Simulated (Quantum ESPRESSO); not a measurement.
# Cu in Quantum ESPRESSO: further runs, part 2 of 3

Quantum ESPRESSO 7.5. The steps go on from the part before.

**3. Work function, PBE**

pw.in reads:

```
&CONTROL
  calculation = 'scf'
  prefix = 'pwscf'
  outdir = './tmp'
  pseudo_dir = './pseudo'
  tprnfor = .true.
  disk_io = 'low'
  tefield = .true.
  dipfield = .true.
/
&SYSTEM
  ibrav = 0
  celldm(1) = 8
  nat = 6
  ntyp = 1
  ecutwfc = 37
  nbnd = 73
  occupations = 'smearing'
  smearing = 'fd'
  degauss = 0.00367493
  edir = 3
  emaxpos = 0.9802
  eopreg = 0.0395
  eamp = 0
/
&ELECTRONS
  conv_thr = 6d-09
  electron_maxstep = 150
  mixing_beta = 0.3
  mixing_mode = 'local-TF'
/
ATOMIC_SPECIES
Cu    63.5460 Cu.upf
CELL_PARAMETERS alat
  0.5978063620576   0.0000000000000   0.0000000000000
 -0.2989031810241   0.5177154960968   0.0000000000000
  0.0000000000000   0.0000000000000   5.9827002014082
ATOMIC_POSITIONS crystal
Cu     0.6666666700    0.3333333400    0.2961235198
Cu     0.0000000000    0.0000000000    0.3776741119
Cu     0.3333333300    0.6666666600    0.4592247040
Cu     0.0000000000    0.0000000000    0.5407752960
Cu     0.6666666700    0.3333333400    0.6223258881
Cu     0.0000000000    0.0000000000    0.7038764802
K_POINTS automatic
12 12 1 0 0 0
```

pp_density.in reads:

```
&INPUTPP
  prefix = 'pwscf'
  outdir = './tmp'
  filplot = 'density.dat'
  plot_num = 0
/
&PLOT
  nfile = 1
  filepp(1) = 'density.dat'
  iflag = 3
  output_format = 6
  fileout = 'density.cube'
/
```

pp_potential.in reads:

```
&INPUTPP
  prefix = 'pwscf'
  outdir = './tmp'
  filplot = 'potential.dat'
  plot_num = 11
/
&PLOT
  nfile = 1
  filepp(1) = 'potential.dat'
  iflag = 3
  output_format = 6
  fileout = 'potential.cube'
/
```

pp_elf.in reads:

```
&INPUTPP
  prefix = 'pwscf'
  outdir = './tmp'
  filplot = 'elf.dat'
  plot_num = 8
/
&PLOT
  nfile = 1
  filepp(1) = 'elf.dat'
  iflag = 3
  output_format = 6
  fileout = 'elf.cube'
/
```

Potentials or basis: Ansatz NC SR PBE.

Started as:

```console
$ OMP_NUM_THREADS=1 mpirun -n 2 pw.x -nk 2 -in pw.in > pw.out
$ OMP_NUM_THREADS=1 mpirun -n 1 pp.x -in pp_density.in > pp_density.out
$ OMP_NUM_THREADS=1 mpirun -n 1 pp.x -in pp_potential.in > pp_potential.out
$ OMP_NUM_THREADS=1 mpirun -n 1 pp.x -in pp_elf.in > pp_elf.out
```

pw.out:

```text
[... set-up lines left out ...]
     Self-consistent Calculation

     iteration #  1     ecut=    37.00 Ry     beta= 0.30
     Davidson diagonalization with overlap
     ethr =  1.00E-02,  avg # of iterations =  6.2

     negative rho (up, down):  5.508E-02 0.000E+00

     Adding external electric field

     Computed dipole along edir(3) :
        Dipole                0.0153 Ry au,          0.0389 Debye
        Dipole field          0.0002 Ry au,

        Potential amp.       -0.0186 Ry
        Total length         45.9711 bohr

     total energy              =   -2239.76790814 Ry
     estimated scf accuracy    <      84.65654413 Ry
[... 375 lines left out ...]
     iteration # 24     ecut=    37.00 Ry     beta= 0.30
     Davidson diagonalization with overlap
     ethr =  2.16E-11,  avg # of iterations =  1.0

     Adding external electric field

     Computed dipole along edir(3) :
        Dipole               -0.0003 Ry au,         -0.0008 Debye
        Dipole field         -0.0000 Ry au,

        Potential amp.        0.0004 Ry
        Total length         45.9711 bohr

     End of self-consistent calculation

          k = 0.0000 0.0000 0.0000 (  3621 PWs)   bands (ev):

  -123.6007-123.5676-123.5610-123.5546-123.1838-123.1740 -73.0701 -73.0357
   -73.0357 -72.9698 -72.9442 -72.9442 -72.8849 -72.8849 -72.8361 -72.7941
   -72.7941 -72.5394 -72.5394 -72.4624 -72.4624 -72.4554 -71.8035 -71.6380
    -4.2279  -3.5365  -2.4767  -1.3683  -0.5848  -0.2349   1.3235   1.3421
     1.4475   1.4475   1.5086   1.5086   1.5434   1.5434   1.6240   1.6424
     1.6424   1.8459   1.8459   1.8833   2.0569   2.0569   2.1650   2.1650
     2.3231   2.3231   2.5948   2.5948   3.1113   3.2039   3.2039   3.9730
     3.9730   4.2583   4.2583   4.9520   5.5744   8.5935   8.9275  10.0991
    10.6711  12.2956  12.8354  15.3083  15.5418  18.8253  18.8636  22.6097
    22.8965

          k = 0.0000 0.1610 0.0000 (  3624 PWs)   bands (ev):

  -123.6004-123.5673-123.5607-123.5544-123.1836-123.1737 -73.0995 -73.0861
   -73.0651 -73.0113 -72.9912 -72.9555 -72.9093 -72.8685 -72.8147 -72.7032
   -72.6983 -72.5706 -72.5257 -72.5131 -72.4234 -72.4162 -71.9924 -71.8464
    -3.9935  -3.3057  -2.2492  -1.1368  -0.4352  -0.1116   1.1193   1.2260
     1.3129   1.3546   1.4203   1.5223   1.5820   1.6180   1.6514   1.7368
     1.7414   1.7683   1.8014   1.8606   2.0714   2.0946   2.1531   2.1798
     2.3591   2.4297   2.5765   2.7063   2.9007   3.2183   3.3368   3.5014
     3.8611   3.9570   4.0871   5.4081   6.2393   8.8142   9.1227  10.3101
    10.8195  12.5043  13.0123  15.5147  15.7549  19.0463  19.0915  22.8241
    23.0972
[... 833 lines left out ...]
          k = 0.6970 0.2414 0.0000 (  3601 PWs)   bands (ev):

  -123.5966-123.5631-123.5572-123.5508-123.1798-123.1700 -73.1401 -73.0634
   -72.9790 -72.9207 -72.8776 -72.8476 -72.7429 -72.7247 -72.5726 -72.5349
   -72.4756 -72.4339 -72.3150 -72.2618 -72.0843 -72.0522 -72.0165 -72.0053
    -0.5472  -0.3452  -0.2570  -0.0559   0.0323   0.2319   0.4240   0.5678
     0.7383   1.1375   1.2873   1.4978   1.6608   1.7617   2.0057   2.0650
     2.3585   2.4920   2.6295   2.9034   2.9794   3.0727   3.1350   3.2839
     3.4187   3.5291   3.7070   3.8429   3.9257   4.0717   4.3234   4.5352
     4.9335   6.0139   7.6180   9.5221  11.6979  11.7536  12.3866  12.9427
    13.1782  13.5166  14.4718  14.6778  14.8732  16.1317  16.7663  17.1463
    18.0541

          k =-0.8364-0.4829 0.0000 (  3608 PWs)   bands (ev):

  -123.5960-123.5624-123.5567-123.5503-123.1793-123.1694 -73.2987 -73.2594
   -73.1062 -73.0195 -72.9934 -72.8419 -72.7341 -72.6437 -72.5576 -72.5405
   -72.4965 -72.4375 -72.3256 -72.2089 -72.1166 -72.0057 -71.9001 -71.7764
    -0.6461  -0.3844  -0.3050  -0.1465  -0.0512   0.0543   0.3328   0.4667
     0.7268   1.2547   1.4888   1.7277   1.7498   2.0692   2.2289   2.2876
     2.4588   2.6208   2.9712   3.0421   3.1887   3.3254   3.6085   3.7000
     3.8931   3.9212   3.9973   4.0242   4.1381   4.2003   5.7766   6.2614
     6.6790   7.2780   7.5244   7.5760  10.3688  10.3800  11.0452  11.6412
    12.8438  13.5383  14.8850  15.8713  16.1917  16.3603  16.4865  16.8072
    17.6577

          k =-0.8364-0.3219 0.0000 (  3597 PWs)   bands (ev):

  -123.5960-123.5624-123.5567-123.5503-123.1793-123.1694 -73.0846 -73.0747
   -73.0118 -72.9500 -72.8850 -72.8193 -72.7491 -72.7293 -72.5905 -72.5152
   -72.4778 -72.4300 -72.2405 -72.1800 -72.0390 -72.0242 -71.8947 -71.8138
    -0.4187  -0.2420  -0.1561  -0.0659   0.1029   0.1665   0.4427   0.5674
     0.7442   1.1433   1.3236   1.4887   1.7241   1.9697   2.0577   2.2157
     2.6133   2.7664   2.8392   3.1334   3.1884   3.3642   3.5182   3.6066
     3.7859   3.8574   3.9330   4.0306   4.0777   4.1807   5.7574   6.0046
     6.5250   7.4016   8.2681   8.5370  10.5655  10.6461  11.3542  11.9766
    13.0863  14.2185  14.7146  15.3411  15.4717  16.5909  16.8912  17.3141
    17.6992

          k =-0.8364-0.1610 0.0000 (  3589 PWs)   bands (ev):

  -123.5960-123.5624-123.5568-123.5503-123.1793-123.1694 -73.0689 -73.0044
   -72.9345 -72.8749 -72.8111 -72.7492 -72.7155 -72.6719 -72.5189 -72.4553
   -72.4106 -72.3712 -72.2780 -72.1950 -72.0795 -72.0482 -71.9353 -71.9035
    -0.0805  -0.0210   0.1402   0.2277   0.3594   0.4270   0.5874   0.7301
     0.9204   1.1248   1.2092   1.3739   1.5641   1.7863   1.9072   2.0386
     2.2930   2.4611   2.6039   2.8842   2.9461   3.0697   3.1691   3.3328
     3.4725   3.6171   3.8333   4.0605   4.1344   4.2087   5.6744   5.9611
     6.6293   7.6751   9.0913  10.1880  11.2980  11.3939  12.1531  13.0512
    13.9094  14.5073  14.7675  15.0325  15.2413  15.9135  16.0355  16.3243
    16.9762

          k =-0.8364 0.0000 0.0000 (  3567 PWs)   bands (ev):

  -123.5960-123.5624-123.5567-123.5503-123.1793-123.1694 -72.9309 -72.9096
   -72.8649 -72.7393 -72.7032 -72.6050 -72.5578 -72.5128 -72.4434 -72.3813
   -72.2857 -72.1515 -72.1381 -72.0828 -72.0662 -72.0403 -72.0034 -71.8968
     0.1174   0.1344   0.2127   0.3864   0.4182   0.9043   0.9666   1.0470
     1.0827   1.1816   1.3202   1.4472   1.6720   1.6779   1.8015   2.1427
     2.1860   2.3024   2.4550   2.5726   2.5951   2.9812   3.1583   3.2888
     3.5674   3.6813   3.8081   4.1065   4.3122   4.4082   5.8040   6.1301
     6.7404   7.7843   9.2602  11.0391  12.4412  12.7059  13.0299  13.1706
    13.7025  14.1129  14.4152  14.4871  14.7617  15.6856  15.8489  15.9687
    16.3383

          k =-0.8364 0.1610 0.0000 (  3589 PWs)   bands (ev):

  -123.5960-123.5624-123.5568-123.5503-123.1793-123.1694 -73.0689 -73.0044
   -72.9345 -72.8749 -72.8111 -72.7492 -72.7155 -72.6719 -72.5189 -72.4553
   -72.4106 -72.3712 -72.2780 -72.1950 -72.0795 -72.0482 -71.9353 -71.9035
    -0.0805  -0.0210   0.1402   0.2277   0.3594   0.4270   0.5874   0.7301
     0.9204   1.1248   1.2092   1.3739   1.5641   1.7863   1.9072   2.0386
     2.2930   2.4611   2.6039   2.8842   2.9461   3.0697   3.1691   3.3328
     3.4725   3.6171   3.8333   4.0605   4.1344   4.2087   5.6744   5.9611
     6.6293   7.6751   9.0913  10.1880  11.2980  11.3939  12.1531  13.0512
    13.9094  14.5073  14.7675  15.0325  15.2413  15.9135  16.0355  16.3243
    16.9762

          k =-0.8364 0.3219 0.0000 (  3597 PWs)   bands (ev):

  -123.5960-123.5624-123.5567-123.5503-123.1793-123.1694 -73.0846 -73.0747
   -73.0118 -72.9500 -72.8850 -72.8193 -72.7491 -72.7293 -72.5905 -72.5152
   -72.4778 -72.4300 -72.2405 -72.1800 -72.0390 -72.0242 -71.8947 -71.8138
    -0.4187  -0.2420  -0.1561  -0.0659   0.1029   0.1665   0.4427   0.5674
     0.7442   1.1433   1.3236   1.4887   1.7241   1.9697   2.0577   2.2157
     2.6133   2.7664   2.8392   3.1334   3.1884   3.3642   3.5182   3.6066
     3.7859   3.8574   3.9330   4.0306   4.0777   4.1807   5.7574   6.0046
     6.5250   7.4016   8.2681   8.5370  10.5655  10.6461  11.3542  11.9766
    13.0863  14.2185  14.7146  15.3411  15.4717  16.5909  16.8912  17.3141
    17.6992

          k =-0.8364-1.4487 0.0000 (  3608 PWs)   bands (ev):

  -123.5960-123.5624-123.5567-123.5503-123.1793-123.1694 -73.2987 -73.2594
   -73.1062 -73.0195 -72.9934 -72.8419 -72.7341 -72.6437 -72.5576 -72.5405
   -72.4965 -72.4375 -72.3256 -72.2089 -72.1166 -72.0057 -71.9001 -71.7764
    -0.6461  -0.3844  -0.3050  -0.1465  -0.0512   0.0543   0.3328   0.4667
     0.7268   1.2547   1.4888   1.7277   1.7498   2.0692   2.2289   2.2876
     2.4588   2.6208   2.9712   3.0421   3.1887   3.3254   3.6085   3.7000
     3.8931   3.9212   3.9973   4.0242   4.1381   4.2003   5.7766   6.2614
     6.6790   7.2780   7.5244   7.5760  10.3688  10.3800  11.0452  11.6412
    12.8438  13.5383  14.8850  15.8713  16.1917  16.3603  16.4865  16.8072
    17.6577

     the Fermi energy is     5.9726 ev

!    total energy              =   -2238.22183080 Ry
     estimated scf accuracy    <          5.6E-09 Ry
     smearing contrib. (-TS)   =      -0.00192385 Ry
     internal energy E=F+TS    =   -2238.21990696 Ry

     The total energy is F=E-TS. E is the sum of the following terms:
     one-electron contribution =  -18598.07069172 Ry
     hartree contribution      =    9291.92266339 Ry
     xc contribution           =    -269.71435486 Ry
     ewald contribution        =    7337.64247623 Ry
     electric field correction =       0.00000000 Ry

     convergence has been achieved in  24 iterations

     Forces acting on atoms (cartesian axes, Ry/au):

     atom    1 type  1   force =     0.00000001   -0.00000003   -0.05732730
     atom    2 type  1   force =    -0.00000002   -0.00000001   -0.02593278
     atom    3 type  1   force =     0.00000001    0.00000000   -0.00592685
     atom    4 type  1   force =    -0.00000000   -0.00000001    0.00211130
     atom    5 type  1   force =    -0.00000001    0.00000000    0.00008981
     atom    6 type  1   force =     0.00000001    0.00000004    0.08698583

     Total force =     0.107541     Total SCF correction =     0.000809

=------------------------------------------------------------------------------=
   JOB DONE.
=------------------------------------------------------------------------------=
```

It took 4.9 min on 2 MPI ranks of Arm Neoverse V2, shared host; peak memory 0.46 GiB.

These settings aren't checked as converged: the numbers below hold their error.

What came out:

```
Free energy            : -30452.5594 eV
Largest force          : 2.236 eV/Å
Band gap on the k mesh : none (metal or under the smearing width)
Dipole across the slab : 0.00 D
```

Caveat: the cutoff lies well under what these potentials need, so the values aren't converged.

**4. Work function, PBE**

pw.in, as its differences from that of step 3:

```diff
@@ -15,3 +15,3 @@
   ntyp = 1
-  ecutwfc = 37
+  ecutwfc = 46
   nbnd = 73
```

pp_density.in is that of step 3.

pp_potential.in is that of step 3.

pp_elf.in is that of step 3.

Potentials or basis: Ansatz NC SR PBE.

Started as:

```console
$ OMP_NUM_THREADS=1 mpirun -n 2 pw.x -nk 2 -in pw.in > pw.out
$ OMP_NUM_THREADS=1 mpirun -n 1 pp.x -in pp_density.in > pp_density.out
$ OMP_NUM_THREADS=1 mpirun -n 1 pp.x -in pp_potential.in > pp_potential.out
$ OMP_NUM_THREADS=1 mpirun -n 1 pp.x -in pp_elf.in > pp_elf.out
```

pw.out:

```text
[... set-up lines left out ...]
     Self-consistent Calculation

     iteration #  1     ecut=    46.00 Ry     beta= 0.30
     Davidson diagonalization with overlap
     ethr =  1.00E-02,  avg # of iterations =  6.7

     negative rho (up, down):  8.974E-03 0.000E+00

     Adding external electric field

     Computed dipole along edir(3) :
        Dipole               -0.0002 Ry au,         -0.0005 Debye
        Dipole field         -0.0000 Ry au,
[... 159 lines left out ...]
        Potential amp.       -0.0006 Ry
        Total length         45.9711 bohr

     total energy              =   -2264.20062592 Ry
     estimated scf accuracy    <       0.00001307 Ry

     iteration # 11     ecut=    46.00 Ry     beta= 0.30
     Davidson diagonalization with overlap
     c_bands:  1 eigenvalues not converged
     c_bands:  1 eigenvalues not converged
     ethr =  1.15E-08,  avg # of iterations =  2.8

     Adding external electric field

     Computed dipole along edir(3) :
        Dipole                0.0004 Ry au,          0.0011 Debye
        Dipole field          0.0000 Ry au,

        Potential amp.       -0.0005 Ry
        Total length         45.9711 bohr
[... 90 lines left out ...]
     Computed dipole along edir(3) :
        Dipole                0.0008 Ry au,          0.0021 Debye
        Dipole field          0.0000 Ry au,

        Potential amp.       -0.0010 Ry
        Total length         45.9711 bohr

     End of self-consistent calculation

          k = 0.0000 0.0000 0.0000 (  4975 PWs)   bands (ev):

  -112.5054-112.4974-112.4952-112.4889-112.3022-112.2950 -67.3961 -67.2297
   -67.1368 -67.0840 -67.0840 -67.0691 -67.0691 -67.0260 -67.0082 -67.0082
   -66.9820 -66.9820 -66.8259 -66.8207 -66.8207 -66.7979 -66.7979 -66.7864
    -3.2331  -2.5894  -1.5855  -0.4278   0.3970   0.6086   2.7015   2.7429
     2.9782   2.9782   3.0246   3.0246   3.0808   3.0909   3.0909   3.0923
     3.1798   3.1798   3.3441   3.3441   3.3564   3.3564   3.6962   3.6962
     3.7114   3.7566   3.7566   3.9237   3.9237   4.0442   4.0442   4.1497
     4.1497   4.2505   4.2505   5.2625   5.7994   8.8693   9.3378  10.4428
    11.0677  12.6586  13.1607  15.6710  15.8636  19.0901  19.1740  22.8176
    23.0814
[... 939 lines left out ...]
  -112.4964-112.4910-112.4862-112.4837-112.2949-112.2876 -67.3000 -67.2837
   -67.2319 -67.2159 -67.1986 -67.1836 -67.1711 -67.1488 -67.1363 -67.1333
   -67.1192 -67.1144 -67.0796 -67.0152 -66.9718 -66.9594 -66.9077 -66.8634
     0.9308   1.0771   1.1932   1.2310   1.4449   1.5853   1.6693   1.7836
     2.0255   2.4114   2.6381   2.7147   3.0068   3.1110   3.1717   3.2250
     3.5132   3.5306   3.7239   3.8055   4.0186   4.0533   4.0662   4.0753
     4.1216   4.2010   4.2116   4.2498   4.3218   4.4678   5.9480   6.4040
     6.8644   7.4243   7.7426   7.8323  11.0476  11.1465  11.6702  12.3122
    13.4623  14.2672  15.0384  16.1515  16.5823  16.7450  16.9732  17.0084
    18.0833

     the Fermi energy is     6.1901 ev

!    total energy              =   -2264.20062331 Ry
     estimated scf accuracy    <          2.9E-09 Ry
     smearing contrib. (-TS)   =      -0.00153940 Ry
     internal energy E=F+TS    =   -2264.19908391 Ry

     The total energy is F=E-TS. E is the sum of the following terms:
     one-electron contribution =  -18674.48533691 Ry
     hartree contribution      =    9348.80645073 Ry
     xc contribution           =    -276.16267397 Ry
     ewald contribution        =    7337.64247623 Ry
     electric field correction =       0.00000001 Ry

     convergence has been achieved in  17 iterations

     Forces acting on atoms (cartesian axes, Ry/au):

     atom    1 type  1   force =    -0.00000001   -0.00000003    0.04838006
     atom    2 type  1   force =    -0.00000001    0.00000001   -0.00617884
     atom    3 type  1   force =    -0.00000001    0.00000000   -0.00248820
     atom    4 type  1   force =    -0.00000001    0.00000000    0.00141156
     atom    5 type  1   force =    -0.00000001    0.00000003    0.00040320
     atom    6 type  1   force =     0.00000005   -0.00000002   -0.04152779

     Total force =     0.064123     Total SCF correction =     0.000713

=------------------------------------------------------------------------------=
   JOB DONE.
=------------------------------------------------------------------------------=
```

pp_density.out:

```text
This program is part of the open-source Quantum ESPRESSO suite
     for quantum simulation of materials; please cite
         "P. Giannozzi et al., J. Phys.:Condens. Matter 21 395502 (2009);
         "P. Giannozzi et al., J. Phys.:Condens. Matter 29 465901 (2017);
         "P. Giannozzi et al., J. Chem. Phys. 152 154105 (2020);
     in publications or presentations arising from this work. More details at

     IMPORTANT: XC functional enforced from input :
     Exchange-correlation= PBE
                           (   1   4   3   4   0   0   0)
     Any further DFT definition will be discarded
     Please, verify this is what you really want

     G-vector sticks info
     --------------------
     sticks:   dense  smooth     PW     G-vecs:    dense   smooth      PW
     Sum         295     295    109                40053    40053    8523

     Using Slab Decomposition

     Check: negative core charge=   -0.000409

     Adding external electric field

     Computed dipole along edir(3) :
        Dipole                0.0008 Ry au,          0.0021 Debye
        Dipole field          0.0000 Ry au,

        Potential amp.       -0.0010 Ry
        Total length         45.9711 bohr

     Calling punch_plot, plot_num =   0
     Writing data to file  density.dat
     Reading data from file  density.dat

     Writing data to be plotted to file density.cube
     Plot Type: 3D                     Output format: Gaussian cube

=------------------------------------------------------------------------------=
   JOB DONE.
=------------------------------------------------------------------------------=
```

Run time: 6.4 min. Hardware: 2 MPI ranks of Arm Neoverse V2, shared host; peak memory 0.62 GiB.

The run converged, but some of its settings lie outside the range that counts as converged, so its numbers aren't taken as properties of the slab.

Results:

* Free energy: -30806.0188 eV
* Largest force: 1.244 eV/Å
* Band gap on the k mesh: none (metal or under the smearing width)
* Dipole across the slab: 0.00 D
* Work function of the upper face: 5.37 eV
* Work function of the lower face: 5.39 eV

Caveat: the cutoff lies well under what these potentials need, so the values aren't converged.

(Part 2 of 3 ends here.)
